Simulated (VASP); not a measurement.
# PbO: molecular dynamics with a thermostat

PbO, Pca2_1 (no. 29), 8 atoms in the cell. PBE, molecular dynamics; PAW potentials Pb, O (PBE set).

Ensemble: Nose-Hoover; Target temperature (K): 600.

## Input

INCAR:
```
GGA = PE
PREC = Normal
ENCUT = 400
EDIFF = 1E-6
NELMIN = 4
NELM = 60
ALGO = Normal
LREAL = Auto
LASPH = True
ISMEAR = 0
SIGMA = 0.05
ISYM = 0
LWAVE = False
LCHARG = False
IBRION = 0
NSW = 60
POTIM = 1.0
TEBEG = 600
ISIF = 2
RANDOM_SEED = 622520 0 0
MDALGO = 2
SMASS = 0
KPAR = 2
```

KPOINTS:
```
k-points
0
Monkhorst-Pack
  2 2 2
```

POSCAR:
```
PbO
1.0
    5.7907900000      0.0000000000      0.0000000000
    0.0000000000      5.9551200000      0.0000000000
    0.0000000000      0.0000000000      5.4517000000
Pb O
4 4
Direct
    0.0259190000      0.2786270000      0.2524840000
    0.5259190000      0.7213730000      0.2524840000
    0.9740810000      0.7213730000      0.7524840000
    0.4740810000      0.2786270000      0.7524840000
    0.8843330000      0.6155230000      0.3670500000
    0.3843330000      0.3844770000      0.3670500000
    0.6156670000      0.6155230000      0.8670500000
    0.1156670000      0.3844770000      0.8670500000
```

Commands:
```
cat potpaw_PBE.64/Pb/POTCAR potpaw_PBE.64/O/POTCAR > POTCAR
mpirun -np 2 vasp_std > vasp.out
```

## Result

- Mean temperature (K): 577
- Rise of the mean potential energy above the start (meV/atom): 23.6
- Electronic steps per ionic step after the first: 4.1

Course of the run:

| Time (fs) | Temperature (K) | Potential energy less the first (meV/atom) |
|---|---|---|
| 1 | 600 | 0.0 |
| 6 | 579 | 2.4 |
| 10 | 544 | 7.4 |
| 15 | 515 | 15.1 |
| 19 | 532 | 20.1 |
| 24 | 616 | 23.6 |
| 28 | 712 | 24.3 |
| 33 | 772 | 24.7 |
| 37 | 718 | 26.4 |
| 42 | 577 | 30.5 |
| 46 | 479 | 34.4 |
| 51 | 425 | 38.4 |
| 55 | 451 | 40.1 |
| 60 | 574 | 40.2 |

REPORT:
```
MDALGO =   2
               SCALING =       0
                 CNEXP =     9.000   14.000
           RANDOM_SEED =            622520                0                0

   original number of atomic DOF:         21
   number of independent constraints:      0
   number of active DOF:                  21

========================================
         MD step No.       1
========================================

  Atomic velocities initialized by STEP_tb

  >Energies
                    E_tot             E_pot             E_kin               EPS                ES
   e_b>   -0.42645785E+02   -0.43188730E+02    0.54294553E+00    0.00000000E+00    0.00000000E+00

  >Temperature
               T_sim     T_inst
   tmprt>    600.000    600.056

  >Thermostat:
           s(n+1) sdot(n+1)      s(n)   sdot(n)        Qs
   s_b>   0.00000   0.00000   0.00000   0.00000   0.02532

           RANDOM_SEED =            622520               48                0

[... steps left out ...]

========================================
         MD step No.      60
========================================

  >Energies
                    E_tot             E_pot             E_kin               EPS                ES
   e_b>   -0.42645064E+02   -0.42866793E+02    0.51907848E+00    0.35222073E-01   -0.33257114E+00

  >Temperature
               T_sim     T_inst
   tmprt>    600.000    573.678

  >Thermostat:
           s(n+1) sdot(n+1)      s(n)   sdot(n)        Qs
   s_b>  -0.33468  -0.02848  -0.30629  -0.02829   0.02532

           RANDOM_SEED =            622520               48                0
```

OSZICAR:
```
N       E                     dE             d eps       ncg     rms          rms(c)
DAV:   1     0.262608438746E+03    0.26261E+03   -0.14400E+04   200   0.108E+03
DAV:   2    -0.144990002832E+02   -0.27711E+03   -0.27312E+03   262   0.247E+02
DAV:   3    -0.522255363959E+02   -0.37727E+02   -0.37551E+02   244   0.103E+02
DAV:   4    -0.530200150054E+02   -0.79448E+00   -0.79297E+00   256   0.158E+01
DAV:   5    -0.530372992287E+02   -0.17284E-01   -0.17275E-01   256   0.211E+00    0.330E+01
DAV:   6    -0.434010558603E+02    0.96362E+01   -0.71833E+01   216   0.483E+01    0.152E+01
DAV:   7    -0.432725753174E+02    0.12848E+00   -0.89921E+00   232   0.163E+01    0.905E+00
DAV:   8    -0.432368667166E+02    0.35709E-01   -0.10006E+00   224   0.601E+00    0.323E+00
DAV:   9    -0.431844186718E+02    0.52448E-01   -0.30955E-01   264   0.292E+00    0.984E-01
DAV:  10    -0.431878805516E+02   -0.34619E-02   -0.32711E-02   224   0.981E-01    0.496E-01
DAV:  11    -0.431884916091E+02   -0.61106E-03   -0.41531E-03   224   0.396E-01    0.132E-01
DAV:  12    -0.431887444524E+02   -0.25284E-03   -0.19873E-03   304   0.217E-01    0.750E-02
[... left out ...]
     58 T=   513. E= -.42645132E+02 F= -.42865305E+02 E0= -.42865305E+02  EK= 0.46405E+00 SP= -.27E+00 SK= 0.30E-01
     59 T=   542. E= -.42645097E+02 F= -.42865829E+02 E0= -.42865829E+02  EK= 0.49001E+00 SP= -.30E+00 SK= 0.33E-01
[... last step whole ...]
       N       E                     dE             d eps       ncg     rms          rms(c)
DAV:   1    -0.428667887562E+02   -0.95962E-03   -0.16897E-03   174   0.120E+00    0.421E-03
DAV:   2    -0.428667931158E+02   -0.43596E-05   -0.50202E-05   201   0.571E-02    0.382E-03
DAV:   3    -0.428667929790E+02    0.13685E-06   -0.35973E-07   133   0.527E-03    0.283E-03
DAV:   4    -0.428667929329E+02    0.46065E-07   -0.25225E-07   100   0.374E-03
     60 T=   574. E= -.42645064E+02 F= -.42866793E+02 E0= -.42866793E+02  EK= 0.51908E+00 SP= -.33E+00 SK= 0.35E-01
```

Limits: 60 fs of 8 atoms are too short for converged averages; the cell is only 5.5 Å across, so each atom moves in step with near copies of itself.

VASP 6.6.1 took 242 s on 2 cores (Intel Xeon Platinum 8259CL @ 2.50GHz (Skylake/Cascade Lake)), a shared host.
